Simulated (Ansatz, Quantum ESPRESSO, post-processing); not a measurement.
# 1 layers of Pd in Na(100), on the host's sites: ballistic transmission, part 4 of 4

Wanted: the transmission near the Fermi level and the conductance of this junction: 1 layers of Pd in Na(100), on the host's sites.

Quantum ESPRESSO 7.5; plane-wave DFT, PBE, GBRV ultrasoft pseudopotentials; cross-check by Ansatz 0.2.0 with PAW datasets.

So far. Step 3 (The open system): At no point does T exceed the number of channels. Step 5 (Transmission with pwcond.x, with ikind = 2): The message: “init_orbitals (1): Too big atomic spheres”. ikind = 2 asks for a second, right-hand lead, for which no boundary (bdr) or run was given; ikind = 1 fits one lead on both sides.

## Step 6: Cross-check with Ansatz

As a check, the same structure is run in Ansatz.

Level of this step: plane-wave DFT, PBE, Ansatz PAW (Ansatz 0.2.0).

input.yaml reads:

```yaml
crystal:
  lattice:
    - [4.2, 0.0, 0.0]
    - [0.0, 4.2, 0.0]
    - [0.0, 0.0, 36.5668223356]
  atoms:
    - { symbol: Na, position: [0.0, 0.0, 0.0] }
    - { symbol: Na, position: [0.5, 0.5, 0.0574291083] }
    - { symbol: Na, position: [0.0, 0.0, 0.1148582166] }
    - { symbol: Na, position: [0.5, 0.5, 0.1722873249] }
    - { symbol: Na, position: [0.0, 0.0, 0.2297164332] }
    - { symbol: Na, position: [0.5, 0.5, 0.2871455415] }
    - { symbol: Na, position: [0.0, 0.0, 0.3445746498] }
    - { symbol: Na, position: [0.5, 0.5, 0.4020037581] }
    - { symbol: Pd, position: [0.0, 0.0, 0.4425708917] }
    - { symbol: Na, position: [0.5, 0.5, 0.4831380253] }
    - { symbol: Na, position: [0.0, 0.0, 0.5405671336] }
    - { symbol: Na, position: [0.5, 0.5, 0.5979962419] }
    - { symbol: Na, position: [0.0, 0.0, 0.6554253502] }
    - { symbol: Na, position: [0.5, 0.5, 0.7128544585] }
    - { symbol: Na, position: [0.0, 0.0, 0.7702835668] }
    - { symbol: Na, position: [0.5, 0.5, 0.8277126751] }
    - { symbol: Na, position: [0.0, 0.0, 0.8851417834] }
    - { symbol: Na, position: [0.5, 0.5, 0.9425708917] }
kpoints:
  mp_grid: { grid: [6, 6, 1] }
hamiltonian:
  xc: pbe
scf:
  occupations: { method: fermi_dirac, width: 0.1 }
  convergence: { dr2_threshold: 1.0e-08 }
output:
  transmission: { leads: [[0, 2]], e_range: [-0.4, 0.4], de: 0.4, kmesh: [8, 8] }
  write_potential: true
  write_density: true
  volumetric_format: npy
```

Launch:

```console
ansatz run input.yaml --threads 4 --pin off --max-ram 8192MiB --backend cpu --events-out ev --progress --plain --runs-dir out
```

Numbers of over 12 decimals in the logs are rounded to 6 here.

The log of the run:

```text
Engine: ansatz 0.2.0, aarch64-unknown-linux-gnu
Pseudopotentials: kind: paw
Pseudopotential: Na, paw, valence charge 9, recommended cutoff 420 eV (normal), Na.paw.azcp
Pseudopotential: Pd, paw, valence charge 18, recommended cutoff 420 eV (normal), Pd.paw.azcp
Functional definition: PBE
  parameter kappa = 0.804
  parameter beta = 0.066725
  exchange = pbe_x(kappa = kappa, mu = beta*pi^2/3)
  correlation = pbe_c(beta = beta)
Crystal: 18 atoms, lattice volume = 645.039 Å³
Basis set: ecut = 420 eV, 12463 PW (Γ)
Bands: 104, of which v1, the nominal top of the filled ones, is band 86 counted from 1 (85 counted from 0)
Symmetry: 16 space group operations
Space group: P4/mmm (ITA 123), of the structure as read, at distance tolerance 8.6e-5 Å
k-points: 10 of 36
Non-local potential: Na, projectors of the file, l = 0: 3, l = 1: 2, l = 2: 1
Non-local potential: Pd, projectors of the file, l = 0: 2, l = 1: 2, l = 2: 2, l = 3: 1
PAW form: soft (Blöchl's): semilocal exchange-correlation on the pseudo side does not see the compensation charge
PAW one-centre angular grid: Na, 110 points (default); XC on 64 Gauss nodes
PAW one-centre angular grid: Pd, 590 points (default); XC on 64 Gauss nodes
Initial density: superposition of atomic densities (neutral atoms: chi_scale 0, normalization atom), corrected by the library's trained network
Initial wavefunctions: pseudopotential atomic-orbital guess
Functional: x = pbe(κ = 0.804, μ = 0.219515), c = pbe(β = 0.066725)
SCF iter   1: F=—  HF=-32241.737792 eV  |F-HF|=—  |Δ(HF+E_count)|=         —  Δρ=2.48e-3  dr2=2.71e0  ethr=1.77e-3  ⟨swp⟩=8.2  Hψ=3906  notcnv=0  defer=5
preconditioner: auto → Kerker (q_TF=auto, 2.187 Å⁻¹)  [metal: Δε(μ)=0.032 eV  Ē_g=3.401 eV  σ=0.100 eV  W_gap=0.08  n_scr=128 (ndim 8)  ℏωp=7.6 eV  f_vac=0.000  D(μ)=8.61/eV (n_scr^D=38)]
SCF iter   2: F=—  HF=-32241.716581 eV  |F-HF|=—  |Δ(HF+E_count)|=   2.12e-2  Δρ=1.52e-3  dr2=1.19e0  ethr=1.58e-3  ⟨swp⟩=1.0  Hψ=1200  notcnv=0  defer=7
SCF iter   3: F=—  HF=-32241.701389 eV  |F-HF|=—  |Δ(HF+E_count)|=   1.52e-2  Δρ=9.65e-4  dr2=3.08e-1  ethr=6.97e-4  ⟨swp⟩=1.0  Hψ=1022  notcnv=0  defer=7
SCF iter   4: F=—  HF=-32241.693991 eV  |F-HF|=—  |Δ(HF+E_count)|=   7.40e-3  Δρ=3.62e-4  dr2=1.22e-2  ethr=1.80e-4  ⟨swp⟩=1.0  Hψ=1022  notcnv=0  defer=7
SCF iter   5: F=—  HF=-32241.693159 eV  |F-HF|=—  |Δ(HF+E_count)|=   8.32e-4  Δρ=1.02e-4  dr2=2.96e-4  ethr=7.12e-6  ⟨swp⟩=1.9  Hψ=1044  notcnv=0  defer=7
SCF iter   6: F=—  HF=-32241.693124 eV  |F-HF|=—  |Δ(HF+E_count)|=   3.51e-5  Δρ=4.35e-5  dr2=4.37e-5  ethr=1.73e-7  ⟨swp⟩=2.0  Hψ=1175  notcnv=0  defer=7
SCF iter   7: F=—  HF=-32241.693123 eV  |F-HF|=—  |Δ(HF+E_count)|=   1.29e-6  Δρ=2.10e-5  dr2=1.42e-5  ethr=2.56e-8  ⟨swp⟩=3.0  Hψ=2103  notcnv=0  defer=7
SCF iter   8: F=—  HF=-32241.692909 eV  |F-HF|=—  |Δ(HF+E_count)|=   2.14e-4  Δρ=5.63e-6  dr2=1.41e-6  ethr=8.30e-9  ⟨swp⟩=1.0  Hψ=1040  notcnv=0  defer=10
SCF iter   9: F=—  HF=-32241.692909 eV  |F-HF|=—  |Δ(HF+E_count)|=   6.87e-8  Δρ=2.11e-6  dr2=3.87e-7  ethr=8.24e-10  ⟨swp⟩=2.0  Hψ=1095  notcnv=0  defer=10
SCF iter  10: F=—  HF=-32241.692909 eV  |F-HF|=—  |Δ(HF+E_count)|=   1.34e-8  Δρ=5.25e-7  dr2=1.75e-8  ethr=2.26e-10  ⟨swp⟩=1.0  Hψ=1022  notcnv=0  defer=10
SCF iter  11: F=-32241.692909 eV  HF=-32241.692909 eV  |F-HF|=9.64e-10  |Δ(HF+E_count)|=   1.07e-9  Δρ=1.71e-7  dr2=1.15e-9  ethr=5.85e-12  ⟨swp⟩=10.1  Hψ=3435  notcnv=0
SCF 1 converged in 11 iterations: F = -32241.692909 eV  dr2 = 1.15e-9
  greatest PAW one-centre occupation: 0.999 electrons in one spin orbital (limit 2), on the Na atom at site 14 (counted from 0), in its partial waves of l = 0
transmission: 77 of 750 steps passed
transmission: 150 of 750 steps passed
[...]
transmission: 750 of 750 steps passed
SCF converged after 11 iterations
Free energy (F): -32241.692909 eV
Harris-Foulkes:  -32241.692909 eV  (|F-HF|=9.64e-10)
Internal energy: -32241.408988 eV  (E = F + TS)
E sigma→0 (E₀):  -32241.550948 eV
Entropy (-TS):   -0.283921 eV (-15.773 meV/atom)
Fermi energy:    2.020375 eV
--- Per-component energies (eV) ---
  E_band       = -4473.519479
  E_kinetic    = 2558.708696
  E_local      = -32927.812910  (includes V_loc(G=0)·N_el)
  E_nonlocal   = 2175.965923
  E_hartree    = 12889.197332
  E_xc         = -819.193893
  E_vxc        = -1047.062299  (∫ρ·V_xc dr)
  E_paw        = -8226.207802  (= ΣΔE_a)
  E_vpaw       = -1011.711962  (= ΣTr[D̂ρ^β])
  E_aug_tail   = -0.000369  (compensation charges beyond the density's cutoff)
  E_ewald      = -7892.065964
  E_smearing   = -0.283921  (= −TS)
  E_closure    = 0.000000  (closes the sum)
  Σ components = -32241.692909   (vs F -32241.692909, Δ=0.00e0)
--- Band table (eV; the first three rows and the last of 10) ---
  k-point 0: bands = [... 82 lower, 0.8113, 1.0002, 1.0002, 1.0725, 1.6637, 1.6675, 2.8482, 2.8779, ... 14 higher]
  k-point 1: bands = [... 82 lower, 0.9376, 1.0045, 1.0266, 1.0419, 1.8726, 1.9238, 3.0815, 3.0824, ... 14 higher]
  k-point 2: bands = [... 82 lower, 0.9442, 1.0131, 1.5279, 1.6674, 2.4924, 2.5816, 2.6159, 2.6727, ... 14 higher]
  k-point 9: bands = [... 82 lower, 2.9864, 3.0290, 3.2725, 3.2725, 3.2887, 3.2887, 3.3017, 3.3128, ... 14 higher]
--- Transmission ---
  basis      : 149 plane waves across, 50 finite elements along
  points     : 15, standing for a mesh of 8 x 8
  energies   : 3 from -0.400000 to 0.400000 eV about the Fermi level, 0.400000 eV apart; the leads are filled to 0.000000 eV, and channels, transmission and decay are at 0.000000 eV
  crystal 0  : Na2, at the sites [0, 2], period 4.2000 Å, over 35.70 Å; its Hamiltonian steps by up to 7.2 meV
    offset         : up to 0.0000 Å between an atom of the period and one for which it stands
    channels       : 1.078125e0 a spin
    conductance    : none, the energies end too early or step too widely for 300 K: set another output.transmission.e_range or a lower de, or, where they end at an eighth of basis.ecutwfc, a higher one
    slowest decay  : 0.1501 /Å at (0.5000, 0.3750)
  junction   : crystal 0 to crystal 0, -1.75 to 30.62 Å
    transmission   : 8.741725e-1 a spin
    conductance    : none, the energies end too early or step too widely for 300 K: set another output.transmission.e_range or a lower de, or, where they end at an eighth of basis.ecutwfc, a higher one
```

Wall time 41 s (4 threads of Arm Neoverse V2, shared host); peak memory 1.6 GiB; 2.5 min of CPU time.

This step gave:

| Quantity | Value |
| --- | --- |
| free energy | -32241.6929 eV |
| energy at zero smearing | -32241.5509 eV |
| smearing term TS | 0.2839 eV |
| Fermi energy | 2.020 eV |
| symmetry operations | 16 |
| transmission at the Fermi level, one spin | 0.8742 |
| step of the lead's Hamiltonian over a period | 7.2 meV |

Per spin; mean over the k mesh across the current. The transmission, zone mean by energy, zero at the Fermi level:

```
energy (eV)  transmission, zone mean
     -0.400                    0.720
      0.000                    0.874
      0.400                    0.990
```

Per spin; mean over the k mesh across the current. Table of open channels, zone mean by energy, zero at the Fermi level:

| energy (eV) | open channels, zone mean |
| --- | --- |
| -0.400 | 1.08 |
| 0.000 | 1.08 |
| 0.400 | 1.39 |

Ansatz finds T = 0.874 against pwcond's 0.871.

## Step 7: All levels side by side

All levels:

```csv
step,T at the Fermi level (per spin),conductance (G0),r.m.s. T(E) from the first,CPU time of the step (s),peak memory (GiB)
Ansatz,0.8742,-,0,148.7,1.577
pwcond,0.8708,0.8708,0.01608,644.3,0.53
"pwcond, changed setting",0.8418,0.8418,0.07472,559.2,0.54
```

Per spin; mean over the k mesh across the current. Table of transmission, zone mean by energy, zero at the Fermi level:

```
energy (eV)  Ansatz  pwcond  pwcond, changed setting
     -0.400   0.720   0.693                    0.604
      0.000   0.874   0.871                    0.842
      0.400   0.990   0.983                    0.942
```

## Step 8: The arithmetic

The Landauer sum over the mesh, Σ w T = 0.0625 × 1.83 + 0.1250 × 0.878 + 0.1250 × 0.715 + … = 0.8708.

G = 0.871 × 77.48 µS = 67.5 µS a cell. Times the area of 17.640 Å², the resistance-area product is A/G = 2.61 fΩ m², the leads' contact resistance included.

Free electrons at 1 an atom (2 atoms in 74.1 Å³) have k_F = 0.928 1/Å and offer A k_F²/4π = 1.21 channels per spin; the lead has 1.08 on this mesh.

## Step 9: Outcome

```json
{
  "conductance from T at the Fermi level, a cell (G₀ = 2e²/h)": "0.871 G₀",
  "conductance per area": "382 S/μm²",
  "lead channels per spin": "1.08",
  "the same conductance by Ansatz": "0.874 G₀"
}
```

The junction conducts 0.871 G₀ a cell at the Fermi level (PBE, GBRV ultrasoft). At the Fermi level the junction passes 81 % of what the leads offer. At the Fermi level pwcond and Ansatz differ by 0.38 %, a close match. The mean rests on 15 distinct points, the heaviest weighing 0.12, and the mesh was not tested, so even the second digit is unsure. Over -0.4 to 0.4 eV, T lies between 0.69 and 0.98 per spin. The geometry is as built, not relaxed, and the leads are short.

[Logs are printed without paths, hosts, clocks, repeated set-up lines and the standing remarks that a program may print on its own settings, such as how far it seeks lower states.]

[Hosts, paths, dates, database ids (printed as entryN), source tags and the programs' standing remarks are cut or masked in the printed files.]

[Maps of the electrostatic potential energy from Ansatz leave out the sawtooth potential of an applied field or a dipole correction, so their vacuum need not be flat; planar profiles and work functions include it.]
